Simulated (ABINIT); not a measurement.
# ZnSe (Stilleite) in ABINIT: the effect of target pressure

ZnSe (Stilleite):

```
Se Zn
1.0
     0.00000    2.83380    2.83380
     2.83380    0.00000    2.83380
     2.83380    2.83380    0.00000
Se Zn
1 1
Direct
  0.75000 0.75000 0.75000
  0.00000 0.00000 0.00000
```

Alike in all runs:

- Program: ABINIT 10.8.3 (patched build)
- Task: relaxation of cell and atoms
- Functional: PBE
- Potentials or basis: JTH PAW PBE v2.0
- Cutoff: 599 eV
- k mesh: 8 × 8 × 8
- Occupations: fermi-dirac, width 0.05 eV
- Spin: no spin polarisation

Each run relaxes the cell or the atoms first.

```tsv
target pressure	relaxed volume (Å³/atom)	gap on the mesh (eV)
0 GPa	23.56	1.16
5 GPa	21.87	1.45
10 GPa	20.67	1.69
20 GPa	?	?
30 GPa	17.82	2.30
```

Question: What does the run with target pressure 20 GPa give?

Answer: Relaxed volume 19.00 Å³/atom; gap on the mesh 2.06 eV.

Worked out: In Murnaghan's law V^(-B') rises as a straight line in P. The other rows fit best with B' = 4.1, V0 = 23.57 Å³/atom and B0 = 57 GPa, which gives 18.98 Å³/atom at 20 GPa, against the run's 19.00. A parabola through the other rows of the gap on the mesh, of slope 0.0304 eV per GPa there, gives 2.07 eV, against the run's 2.06.

Caveats: the atomic spheres overlap (some runs); the volume moved by over 15 % at a fixed basis, so the end points are rough (some runs).

A k mesh can miss the band edges.
